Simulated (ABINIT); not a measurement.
# Au (Im-3m) in ABINIT: convergence with k mesh

Aim: find how far k mesh must go before the results for Au settle, at PBE. This setting moves, with any that are tied to it; all else stays.

Everything below comes from runs of ABINIT 10.8.3 (patched build). Logs are shortened: lines on timing, memory, paths and dates and some standing lists are left out, and cuts for length are marked. The log counts tension as positive stress, the text compression.

### 1 The crystal as given

The structure is cubic, space group Im-3m (No. 229). The conventional cell has a = 3.315 Å, b = 3.315 Å, c = 3.315 Å, α = 90.00°, β = 90.00°, γ = 90.00°. Around Au (site symmetry m-3m) lie 8 Au at 2.87 Å.

This isn't the form of Au at room conditions, which is fcc.

### 2 With k mesh 2 × 2 × 2

Input file run.abi:

```
# Pseudopotentials
pp_dirpath "./"
pseudos "Au.GGA_PBE-JTH.xml"

# Structure
acell 3*1.0
rprim
    -3.1317845248     3.1317845248     3.1317845248
     3.1317845248    -3.1317845248     3.1317845248
     3.1317845248     3.1317845248    -3.1317845248
ntypat 1
znucl 79
natom 1
typat 1
xred
     0.0000000000     0.0000000000     0.0000000000

# Plane-wave basis
ecut 20.0
pawecutdg 40.0
pawxcdev 0

# k points
kptopt 1
ngkpt 2 2 2
nshiftk 1
shiftk 0.0 0.0 0.0

# Exchange and correlation
ixc 11

# Bands and occupations
nband 10
occopt 3
tsmear 0.1 eV

# SCF cycle
nstep 100
tolvrs 1.0e-9

# Output
iomode 3
prtwf 0
prtden 0
prteig 0
prtebands 0
prtvol 2
```

Potentials or basis: JTH PAW PBE v2.0.

The run is started by

```sh
$ abinit run.abi > log 2>&1
```

run.abo:

```text
.Version 10.8.3 of ABINIT
 Symmetries : space group Im -3 m (#229); Bravais cI (body-center cubic)
================================================================================
 Values of the parameters that define the memory need of the present run
     intxc =       0    ionmov =       0      iscf =      17    lmnmax =      18
     lnmax =       6     mgfft =      24  mpssoang =       3    mqgrid =    3001
     natom =       1  nloc_mem =       2    nspden =       1   nspinor =       1
    nsppol =       1      nsym =      48    n1xccc =       1    ntypat =       1
    occopt =       3   xclevel =       2
       mpw =         266          nfft =       13824          nkpt =           3
 PAW method is used; the additional fine FFT grid is defined by:
   mgfftf=        32    nfftf =     32768
================================================================================
================================================================================

--------------------------------------------------------------------------------
------------- Echo of variables that govern the present computation ------------
--------------------------------------------------------------------------------
 -outvars: echo values of preprocessed input variables --------
            acell      1.0000000000E+00  1.0000000000E+00  1.0000000000E+00 Bohr
              amu      1.96966540E+02
             ecut      2.00000000E+01 Hartree
              ixc          11
         kptrlatt        2    0    0      0    2    0      0    0    2
          kptrlen      1.08488198E+01
            natom           1
            nband          10
            ngfft          24      24      24
          ngfftdg          32      32      32
             nkpt           3
            nstep         100
             nsym          48
           ntypat           1
           occopt           3
        pawecutdg      4.00000000E+01 Hartree
         pawxcdev           0
           prtden           0
        prtebands           0
           prteig           0
           prtvol           2
            prtwf           0
            rprim     -3.1317845248E+00  3.1317845248E+00  3.1317845248E+00
                       3.1317845248E+00 -3.1317845248E+00  3.1317845248E+00
                       3.1317845248E+00  3.1317845248E+00 -3.1317845248E+00
          spgroup         229
           tolvrs      1.00000000E-09
           tsmear      3.67493222E-03 Hartree
            typat      1
           useylm           1
            znucl       79.00000

================================================================================

 chkinp: Checking input parameters for consistency.

================================================================================
== DATASET  1 ==================================================================

--- !DatasetInfo
iteration_state: {dtset: 1, }
dimensions: {natom: 1, nkpt: 3, mband: 10, nsppol: 1, nspinor: 1, nspden: 1, mpw: 266, }
cutoff_energies: {ecut:  20.0, pawecutdg:  40.0, }
electrons: {nelect:   1.10000000E+01, charge:   0.00000000E+00, occopt:   3.00000000E+00, tsmear:   3.67493222E-03, }
[... 128 lines left out ...]
    1     -0.00000000000000    -0.00000000000000    -0.00000000000000
 frms,max,avg= 0.0000000E+00 0.0000000E+00   0.000E+00  0.000E+00  0.000E+00 h/b

 cartesian forces (eV/Angstrom) at end:
    1     -0.00000000000000    -0.00000000000000    -0.00000000000000
 frms,max,avg= 0.0000000E+00 0.0000000E+00   0.000E+00  0.000E+00  0.000E+00 e/A
 length scales=  1.000000000000  1.000000000000  1.000000000000 bohr
              =  0.529177210544  0.529177210544  0.529177210544 angstroms
 Fermi (or HOMO) energy (hartree) =   0.23778   Average Vxc (hartree)=  -0.41913
 Eigenvalues (hartree) for nkpt=   3  k points:
 kpt#   1, nband= 10, wtk=  0.12500, kpt=  0.0000  0.0000  0.0000 (reduced coord)
  -0.08581    0.09768    0.09768    0.09768    0.16323    0.16323    0.87769    0.87769
   0.87769    1.10801
      occupation numbers for kpt#   1
   2.00000    2.00000    2.00000    2.00000    2.00000    2.00000    0.00000    0.00000
   0.00000    0.00000
 kpt#   2, nband= 10, wtk=  0.75000, kpt=  0.5000  0.0000  0.0000 (reduced coord)
   0.01329    0.06034    0.15807    0.17020    0.21530    0.23775    0.37785    0.71377
   0.75441    1.02155
      occupation numbers for kpt#   2
   2.00000    2.00000    2.00000    2.00000    1.99560    1.00447    0.00000    0.00000
   0.00000    0.00000
 kpt#   3, nband= 10, wtk=  0.12500, kpt=  0.5000  0.5000  0.5000 (reduced coord)
   0.03019    0.03019    0.20234    0.20234    0.20234    0.48405    0.48405    0.48405
   0.58528    0.81879
      occupation numbers for kpt#   3
   2.00000    2.00000    1.99987    1.99987    1.99987    0.00000    0.00000    0.00000
   0.00000    0.00000
 Total charge density [el/Bohr^3]
)     Maximum=    5.3733E-01  at reduced coord.    0.0000    0.0000    0.0000
)Next maximum=    5.2799E-01  at reduced coord.    0.9688    0.9688    0.9688
)     Minimum=    1.9699E-02  at reduced coord.    0.7500    0.5000    0.2500
)Next minimum=    1.9699E-02  at reduced coord.    0.5000    0.7500    0.2500
   Integrated=    1.1000E+01

--- !EnergyTerms
iteration_state     : {dtset: 1, }
comment             : Components of total free energy in Hartree
kinetic             :  9.73972542561747E+00
hartree             :  4.06797960668289E+00
xc                  : -2.96345074738036E+00
Ewald energy        : -3.51514642772864E+01
psp_core            :  3.15147476455682E+00
local_psp           : -1.49016156145574E+01
PAW spherical_terms :  2.01931674781786E+00
internal            : -3.40380340945491E+01
'-kT*entropy'       : -3.90910156497739E-03
total_energy        : -3.40419431961141E+01
total_energy_eV     : -9.26328464873205E+02
...

--- !EnergyTermsDC
iteration_state     : {dtset: 1, }
comment             : '"Double-counting" decomposition of free energy'
band_energy         :  1.40446030945974E+00
Ewald energy        : -3.51514642772864E+01
psp_core            :  3.15147476455682E+00
xc_dc               : -3.51731336913641E+00
PAW spherical_terms :  7.48024026294281E-02
internal            : -3.40380401697768E+01
'-kT*entropy'       : -3.90910156497739E-03
total_energy_dc     : -3.40419492713418E+01
total_energy_dc_eV  : -9.26328630188573E+02
...

--- !EnergyTermsWithPAWCore
iteration_state     : {dtset: 1, }
comment             : 'Components of total free energy, including PAW core contributions'
Total energy        : -1.90118751496226E+04
Total energy DC     : -1.90118751556978E+04
Total energy (eV)   : -5.17339477956749E+05
Total energy DC (eV): -5.17339478122064E+05
...

 Cartesian components of stress tensor (hartree/bohr^3)
  sigma(1 1)= -1.29335576E-03  sigma(3 2)=  0.00000000E+00
  sigma(2 2)= -1.29335576E-03  sigma(3 1)=  0.00000000E+00
  sigma(3 3)= -1.29335576E-03  sigma(2 1)=  0.00000000E+00

-Cartesian components of stress tensor (GPa)         [Pressure=  3.8052E+01 GPa]
- sigma(1 1)= -3.80518403E+01  sigma(3 2)=  0.00000000E+00
- sigma(2 2)= -3.80518403E+01  sigma(3 1)=  0.00000000E+00
- sigma(3 3)= -3.80518403E+01  sigma(2 1)=  0.00000000E+00

== END DATASET(S) ==============================================================
================================================================================

 -outvars: echo values of variables after computation  --------
            acell      1.0000000000E+00  1.0000000000E+00  1.0000000000E+00 Bohr
           etotal     -3.4041949271E+01
            fcart     -0.0000000000E+00 -0.0000000000E+00 -0.0000000000E+00
            rprim     -3.1317845248E+00  3.1317845248E+00  3.1317845248E+00
                       3.1317845248E+00 -3.1317845248E+00  3.1317845248E+00
                       3.1317845248E+00  3.1317845248E+00 -3.1317845248E+00
           strten     -1.2933557624E-03 -1.2933557624E-03 -1.2933557624E-03
                       0.0000000000E+00  0.0000000000E+00  0.0000000000E+00
 Calculation completed.
```

Wall time 3.2 s (1 thread of Arm Neoverse V2, shared host); peak memory 0.08 GiB.

What came out:

```yaml
Free_energy: -926.3286 eV
Pressure: 38.1 GPa
Band_gap_on_the_k_mesh: none (metal or under the smearing width)
Valence_electrons_inside_the_program's_atomic_spheres: Au 9.46 (radii [1.3275] Å)
```

### 3 With k mesh 3 × 3 × 3

run.abi, as its differences from that of step 2:

```diff
@@ -24,3 +24,3 @@
 kptopt 1
-ngkpt 2 2 2
+ngkpt 3 3 3
 nshiftk 1
```

Potentials or basis: JTH PAW PBE v2.0.

The run is started by

```sh
$ abinit run.abi > log 2>&1
```

Wall time 3.4 s (1 thread of Arm Neoverse V2, shared host); peak memory 0.08 GiB.

Results (log left out):

| Property | Result |
| --- | --- |
| Free energy | -929.7192 eV |
| Pressure | -4.1 GPa |
| Band gap on the k mesh | none (metal or under the smearing width) |
| Valence electrons inside the program's atomic spheres | Au 9.42 (radii [1.3275] Å) |

### 4 With k mesh 5 × 5 × 5

run.abi, as its differences from that of step 3:

```diff
@@ -24,3 +24,3 @@
 kptopt 1
-ngkpt 3 3 3
+ngkpt 5 5 5
 nshiftk 1
```

The run is started by

```sh
$ abinit run.abi > log 2>&1
```

It took 4.1 s on 1 thread of Arm Neoverse V2, shared host; peak memory 0.09 GiB.

The run converged. Its results:

```
Free energy                                           : -929.4250 eV
Pressure                                              : -1.0 GPa
Band gap on the k mesh                                : none (metal or under the smearing width)
Valence electrons inside the program's atomic spheres : Au 9.42 (radii [1.3275] Å)
```

### 5 With k mesh 7 × 7 × 7

run.abi, as its differences from that of step 4:

```diff
@@ -24,3 +24,3 @@
 kptopt 1
-ngkpt 5 5 5
+ngkpt 7 7 7
 nshiftk 1
@@ -46,2 +46 @@
 prtebands 0
-prtvol 2
```

The run is started by

```sh
$ abinit run.abi > log 2>&1
```

It took 9.8 s on 1 thread of Arm Neoverse V2, shared host; peak memory 0.09 GiB.

It converged, with:

- Free energy: -929.4203 eV
- Pressure: -0.7 GPa
- Band gap on the k mesh: none (metal or under the smearing width)
- Valence electrons inside the program's atomic spheres: Au 9.42 (radii [1.3275] Å)

### 6 With k mesh 8 × 8 × 8

run.abi, as its differences from that of step 5:

```diff
@@ -24,3 +24,3 @@
 kptopt 1
-ngkpt 7 7 7
+ngkpt 8 8 8
 nshiftk 1
```

Potentials or basis: JTH PAW PBE v2.0.

The run is started by

```sh
$ abinit run.abi > log 2>&1
```

Run time: 7.2 s. Hardware: 1 thread of Arm Neoverse V2, shared host; peak memory 0.09 GiB.

Results (log left out):

| Quantity | Value |
| --- | --- |
| Free energy | -929.3835 eV |
| Pressure | -1.4 GPa |
| Band gap on the k mesh | none (metal or under the smearing width) |
| Valence electrons inside the program's atomic spheres | Au 9.42 (radii [1.3275] Å) |

### 7 With k mesh 10 × 10 × 10

run.abi, as its differences from that of step 6:

```diff
@@ -24,3 +24,3 @@
 kptopt 1
-ngkpt 8 8 8
+ngkpt 10 10 10
 nshiftk 1
```

The run is started by

```sh
$ abinit run.abi > log 2>&1
```

It took 18 s on 1 thread of Arm Neoverse V2, shared host; peak memory 0.09 GiB.

It converged, with:

* Free energy: -929.4019 eV
* Pressure: -1.4 GPa
* Band gap on the k mesh: none (metal or under the smearing width)
* Valence electrons inside the program's atomic spheres: Au 9.42 (radii [1.3275] Å)

### 8 With k mesh 12 × 12 × 12

run.abi, as its differences from that of step 7:

```diff
@@ -24,3 +24,3 @@
 kptopt 1
-ngkpt 10 10 10
+ngkpt 12 12 12
 nshiftk 1
```

The run is started by

```sh
$ abinit run.abi > log 2>&1
```

It took 24 s on 1 thread of Arm Neoverse V2, shared host; peak memory 0.1 GiB.

It converged, with:

* Free energy: -929.4085 eV
* Pressure: -1.4 GPa
* Band gap on the k mesh: none (metal or under the smearing width)
* Valence electrons inside the program's atomic spheres: Au 9.42 (radii [1.3275] Å)

### 9 With k mesh 14 × 14 × 14

run.abi, as its differences from that of step 8:

```diff
@@ -24,3 +24,3 @@
 kptopt 1
-ngkpt 12 12 12
+ngkpt 14 14 14
 nshiftk 1
```

Potentials or basis: JTH PAW PBE v2.0.

The run is started by

```sh
$ abinit run.abi > log 2>&1
```

Run time: 36 s. Hardware: 1 thread of Arm Neoverse V2, shared host; peak memory 0.11 GiB.

Results (log left out):

```yaml
Free_energy: -929.4117 eV
Pressure: -1.4 GPa
Band_gap_on_the_k_mesh: none (metal or under the smearing width)
Valence_electrons_inside_the_program's_atomic_spheres: Au 9.42 (radii [1.3275] Å)
```

### 10 With k mesh 16 × 16 × 16

run.abi, as its differences from that of step 9:

```diff
@@ -24,3 +24,3 @@
 kptopt 1
-ngkpt 14 14 14
+ngkpt 16 16 16
 nshiftk 1
```

The run is started by

```sh
$ abinit run.abi > log 2>&1
```

It took 57 s on 1 thread of Arm Neoverse V2, shared host; peak memory 0.12 GiB.

The run converged. Its results:

- Free energy: -929.4138 eV
- Pressure: -1.4 GPa
- Band gap on the k mesh: none (metal or under the smearing width)
- Valence electrons inside the program's atomic spheres: Au 9.42 (radii [1.3275] Å)

### 11 The series at a glance

```tsv
k mesh	energy less the tightest run, at zero smearing (meV/atom)	pressure (GPa)	SCF cycles	CPU time (s)	peak memory (GiB)
2 × 2 × 2	3133.16	38.05	21	3.2	0.08
3 × 3 × 3	-304.18	-4.14	20	3.4	0.08
5 × 5 × 5	-4.50	-0.96	17	4.1	0.09
7 × 7 × 7	-4.96	-0.68	32	9.8	0.09
8 × 8 × 8	36.40	-1.38	17	7.2	0.09
10 × 10 × 10	15.33	-1.37	32	18	0.09
12 × 12 × 12	7.14	-1.38	30	24	0.1
14 × 14 × 14	2.92	-1.39	33	36	0.11
16 × 16 × 16	0.00	-1.37	39	57	0.12
```

Against the tightest run, the pressure stays within 0.1 GPa from 8 × 8 × 8 on. Not settled before the last step: the energy (to 1 meV/atom). Meshes of other sizes hit other points, so gaps and Fermi surfaces needn't settle smoothly. The tightest run that finished is the yardstick and may itself not be fully converged.
